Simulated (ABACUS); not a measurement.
# Si2Mo (I4/mmm) in ABACUS: settings compared, part 2 of 2

ABACUS 3.10.1. The steps go on from the part before.

### Step 3. Relaxation of cell and atoms, PBE+D3(BJ)+ABC, target pressure 5 GPa, at which the enthalpy is minimised

The input, INPUT:

```
INPUT_PARAMETERS
suffix              Si2Mo
calculation         cell-relax
basis_type          pw
pseudo_dir          ./
symmetry            1
dft_functional      pbe
ecutwfc             81
pseudo_rcut         7
nspin               1
nbands              15
ks_solver           dav
smearing_method     fd
smearing_sigma      0.00367493
scf_thr             1e-08
scf_nmax            100
mixing_type         broyden
mixing_beta         0.7
cal_force           1
cal_stress          1
vdw_method          d3_bj
vdw_abc             1
relax_nmax          60
force_thr_ev        0.01
relax_method        cg
out_stru            1
stress_thr          0.5
press1              50
press2              50
press3              50
kpar                4
```

The input, STRU:

```
ATOMIC_SPECIES
Mo 95.9500 Mo.upf
Si 28.0850 Si.upf

LATTICE_CONSTANT
1.8897261246

LATTICE_VECTORS
-1.6000000000 1.6000000000 3.9305000000
1.6000000000 -1.6000000000 3.9305000000
1.6000000000 1.6000000000 -3.9305000000

ATOMIC_POSITIONS
Cartesian

Mo
0.0
1
0.0000000000 0.0000000000 0.0000000000 1 1 1

Si
0.0
2
0.0000000000 0.0000000000 5.2432870000 1 1 1
0.0000000000 0.0000000000 2.6177130000 1 1 1
```

The input, KPT:

```
K_POINTS
0
Gamma
8 8 8 0 0 0
```

Potentials or basis: PseudoDojo NC SR 0.4.1 PBE standard, plane waves.

Run with:

```sh
$ OMP_NUM_THREADS=1 mpirun -np 4 abacus > log
```

running log:

```text
ABACUS v3.10.1

               Atomic-orbital Based Ab-initio Computation at UStc

 ------------------------------------------------------------------------------------

 READING GENERAL INFORMATION
                           global_out_dir = OUT.Si2Mo/
                           global_in_card = INPUT
                               pseudo_dir = ./
                              orbital_dir =
                                    DSIZE = 4
                                    GSIZE = 1

 READING UNITCELL INFORMATION
                                    ntype = 2
                  lattice constant (Bohr) = 1.88973
              lattice constant (Angstrom) = 1

 READING ATOM TYPE 1
                               atom label = Mo
                      L=0, number of zeta = 1
                      L=1, number of zeta = 1
                      L=2, number of zeta = 1
             number of atom for this type = 1

 READING ATOM TYPE 2
                               atom label = Si
                      L=0, number of zeta = 1
                      L=1, number of zeta = 1
                      L=2, number of zeta = 1
             number of atom for this type = 2

                        TOTAL ATOM NUMBER = 3
CARTESIAN COORDINATES ( UNIT =       1.889726124600 Bohr ).
    atom                   x                   y                   z     mag                  vx                  vy                  vz
tauc_Mo1            0.0000000000        0.0000000000        0.0000000000  0.0000        0.0000000000        0.0000000000        0.0000000000
tauc_Si1            0.0000000000        0.0000000000        5.2432870000  0.0000        0.0000000000        0.0000000000        0.0000000000
tauc_Si2            0.0000000000        0.0000000000        2.6177130000  0.0000        0.0000000000        0.0000000000        0.0000000000
[... 4 lines left out ...]
 Lattice vectors: (Cartesian coordinate: in unit of a_0)
                 -1.6                +1.6             +3.9305
                 +1.6                -1.6             +3.9305
                 +1.6                +1.6             -3.9305
 Reciprocal vectors: (Cartesian coordinate: in unit of 2 pi/a_0)
                   +0             +0.3125            +0.12721
              +0.3125                  +0            +0.12721
              +0.3125             +0.3125                  +0
 The esolver type has been set to : ksdft_pw

                PAO radial cut off (Bohr) = 7

 Read in pseudopotential file is Mo.upf
                     pseudopotential type = NC
          exchange-correlation functional = PBE
                 nonlocal core correction = 1
                        valence electrons = 14
                                     lmax = 2
                           number of zeta = 4
                     number of projectors = 6
                           L of projector = 0
[... 5 lines left out ...]
                PAO radial cut off (Bohr) = 7

 Read in pseudopotential file is Si.upf
                     pseudopotential type = NC
          exchange-correlation functional = PBE
                 nonlocal core correction = 1
                        valence electrons = 4
                                     lmax = 2
                           number of zeta = 2
                     number of projectors = 6
                           L of projector = 0
                           L of projector = 0
                           L of projector = 1
                           L of projector = 1
                           L of projector = 2
                           L of projector = 2
     initial pseudo atomic orbital number = 18

 SETUP THE ELECTRONS NUMBER
            electron number of element Mo = 14
      total electron number of element Mo = 14
            electron number of element Si = 4
      total electron number of element Si = 8
            AUTOSET number of electrons:  = 22
                           occupied bands = 11
                                   NBANDS = 15
                                   NLOCAL = 27

%%%%%%%%%%%%%%%%%%%%%%%%%%%%%%%%%%%%%%%%%%%%%%%%%%%%%%%%%%%%%%%%%%%%%%%%%%%%%%%%%%%%%%%%%%%%%%%%%%%%%%%%%%
 Warning: the number of valence electrons in pseudopotential > 6 for Mo: [Kr] 4d5 5s1
 Pseudopotentials with additional electrons can yield (more) accurate outcomes, but may be less efficient.
 If you're confident that your chosen pseudopotential is appropriate, you can safely ignore this warning.
%%%%%%%%%%%%%%%%%%%%%%%%%%%%%%%%%%%%%%%%%%%%%%%%%%%%%%%%%%%%%%%%%%%%%%%%%%%%%%%%%%%%%%%%%%%%%%%%%%%%%%%%%%

 SETUP THE PLANE WAVE BASIS
 energy cutoff for charge/potential (unit:Ry) = 324
            fft grid for charge/potential = [ 50, 50, 50 ]
[... 41 lines left out ...]
                             BRAVAIS TYPE = 6
                     BRAVAIS LATTICE NAME = 06. Tetrogonal I (body-centered)
                                    ibrav = 6
                                    IBRAV = 6
                                  BRAVAIS = BODY CENTERED TETROGONAL CELL
                       LATTICE CONSTANT A = 3.2
                                C/A RATIO = 2.45656
Original cell was already a primitive cell.
                        ROTATION MATRICES = 16
              PURE POINT GROUP OPERATIONS = 16
                   SPACE GROUP OPERATIONS = 16
                              POINT GROUP = D_4h
               POINT GROUP IN SPACE GROUP = D_4h

 SETUP K-POINTS
                                    nspin = 1
                   Input type of k points = Monkhorst-Pack(Gamma)
                                   nkstot = 512
                       right hand lattice = 1
(for reciprocal lattice: )
                             BRAVAIS TYPE = 6
                     BRAVAIS LATTICE NAME = 06. Tetrogonal I (body-centered)
                                    ibrav = 6
                       right hand lattice = 1
(for k-lattice: )
                             BRAVAIS TYPE = 6
                     BRAVAIS LATTICE NAME = 06. Tetrogonal I (body-centered)
                                    ibrav = 6
                       right hand lattice = 1
                        ROTATION MATRICES = 16
                               nkstot_ibz = 59
K-POINTS REDUCTION ACCORDING TO SYMMETRY
     IBZ    DIRECT_X    DIRECT_Y    DIRECT_Z  WEIGHT  ibz2bz
       1  0.00000000  0.00000000  0.00000000  0.0020       0
       2 -0.12500000  0.00000000  0.12500000  0.0156       1
       3 -0.25000000  0.00000000  0.25000000  0.0156       2
       4 -0.37500000  0.00000000  0.37500000  0.0156       3
       5  0.50000000  0.00000000  0.50000000  0.0078       4
       6 -0.12500000 -0.12500000  0.25000000  0.0156       9
[... 22 lines left out ...]
      29 -0.25000000  0.25000000  0.12500000  0.0156      86
      30 -0.25000000  0.12500000  0.25000000  0.0156      87
[... 29 further k points ...]

                               nkstot now = 59
[... K-POINTS DIRECT COORDINATES: 59 rows ...]

           k-point number in this process = 15
       minimum distributed K point number = 14
[... stars of the k points ...]

[... K-POINTS CARTESIAN COORDINATES: 15 rows ...]

[... K-POINTS DIRECT COORDINATES: 15 rows ...]

 SETUP PLANE WAVES FOR WAVE FUNCTIONS
     energy cutoff for wavefunc (unit:Ry) = 81
              fft grid for wave functions = [ 50, 50, 50 ]
                    number of plane waves = 4801
                         number of sticks = 517

 PARALLEL PW FOR WAVE FUNCTIONS
     PROC   COLUMNS(POT)             PW
        1            517           4801
 --------------- sum -------------------
        1            517           4801

 SETUP NONLOCAL PSEUDOPOTENTIALS IN PLANE WAVE BASIS
 Mo non-local projectors:
 projector 1 L=0
 projector 2 L=0
 projector 3 L=1
 projector 4 L=1
 projector 5 L=2
 projector 6 L=2
 Si non-local projectors:
 projector 1 L=0
 projector 2 L=0
 projector 3 L=1
 projector 4 L=1
 projector 5 L=2
 projector 6 L=2
      TOTAL NUMBER OF NONLOCAL PROJECTORS = 54

 Init Non-Local PseudoPotential table :
 Init Non-Local-Pseudopotential done.

                                     npwx = 3413

 Make real space PAO into reciprocal space.
       max mesh points in Pseudopotential = 701
     dq(describe PAO in reciprocal space) = 0.01
                                    max q = 1808

 number of pseudo atomic orbitals for Mo is 4
WARNING: norm of atomic wavefunction # 3 of atomic type Mo is 0.999021, renormalized
WARNING: norm of atomic wavefunction # 4 of atomic type Mo is 0.988409, renormalized

 number of pseudo atomic orbitals for Si is 2
WARNING: norm of atomic wavefunction # 1 of atomic type Si is 0.999875, renormalized
WARNING: norm of atomic wavefunction # 2 of atomic type Si is 0.996128, renormalized

 -------------------------------------------
 STEP OF RELAXATION : 1
 -------------------------------------------

DFT-D3 Dispersion correction parameters autoset
----------------------------------
 Parameters  Original   Autoset
----------------------------------
         s6    default     1.0000
         s8    default     0.7875
         a1    default     0.4289
         a2    default     4.4407
----------------------------------
XC functional: pbe
                                 init_chg = atomic

 PW ALGORITHM --------------- ION=   1  ELEC=   1--------------------------------

 Density error is 0.309378964218
                          Error Threshold = 0.01
----------------------------------------------------------
     Energy           Rydberg                 eV
----------------------------------------------------------
 E_KohnSham     -157.5689490152      -2143.8355344778
 E_Harris       -162.7052161641      -2213.7180341539
 E_Fermi        1.2357773936         16.8136140121
----------------------------------------------------------
[... 882 lines left out ...]
 Largest gradient in stress is 0.442075 kbar.
 Threshold is 0.500000 kbar.

 Relaxation is converged!

 --------------------------------------------
 !FINAL_ETOT_IS -2145.7199413775229004 eV
 --------------------------------------------
```

It took 1.8 min on 4 MPI ranks of Intel Xeon 6975P-C (Granite Rapids), shared host; peak memory 0.48 GiB.

Results:

| Property | Result |
| --- | --- |
| Free energy | -2145.7199 eV |
| Relaxed volume | 12.92 Å³/atom |
| Relaxed cell | a = 4.477 Å, b = 4.477 Å, c = 4.477 Å, α = 138.66°, β = 138.66°, γ = 59.90° |
| Space group after relaxing (to 0.05 Å) | I4/mmm (No. 139) |
| Energy change on relaxing (the enthalpy is what falls) | +0.3 meV/atom |
| Ionic steps | 8 |
| Pressure after relaxing | 5.0 GPa |
| Largest force after relaxing | 0.008 eV/Å |
| Band gap on the k mesh | none (metal or under the smearing width) |
| Dispersion energy per atom | -0.547 eV |

Forces in eV/Å, atoms in the order of the input:
```
Mo   0.000  0.000  0.000
Si   0.000  0.000 -0.008
Si   0.000  0.000  0.008
```

Step by step:
```csv
step,energy change (eV),largest force (eV/Å),pressure (GPa),volume (Å³)
1,0.0000,0.3132,-3.66,40.25
2,0.2601,0.2749,26.21,36.03
3,-0.0089,0.2372,0.72,39.45
4,0.0012,0.1584,4.72,38.80
5,-0.0005,0.0208,4.69,38.81
6,-0.0005,0.0176,4.69,38.81
7,0.0035,0.0054,5.52,38.69
8,0.0010,0.0076,5.02,38.76
```

Final structure:
```
Mo Si
1.0
    -1.58051    1.58051    3.87925
     1.58051   -1.58051    3.87925
     1.58051    1.58051   -3.87925
Mo Si
1 2
Cartesian
  0.0000 0.0000 0.0000
  0.0000 0.0000 5.1634
  0.0000 0.0000 2.5951
```

Levels at points of the mesh, in eV from the Fermi level:
```tsv
k point	band 7	band 8	band 9	band 10	band 11	band 12	band 13	band 14	band 15
(0.00, 0.00, 0.00)	-3.33	-3.16	-2.67	-2.67	0.47	3.43	3.74	3.74	4.32
(0.50, 0.00, 0.50)	-5.04	-4.55	-2.65	-2.60	-0.49	2.46	3.22	4.37	4.40
(0.50, 0.50, 0.00)	-5.77	-5.15	-4.53	-3.15	-1.14	2.51	2.95	3.31	3.48
(0.50, 0.50, 0.50)	-3.67	-2.26	-0.55	-0.55	-0.42	-0.42	0.61	4.92	5.62
```

Caveat: there are fewer bands than atomic start orbitals, so a level may be missed at k points of high symmetry; pairwise dispersion overbinds metals, which lowers pressure and volume.
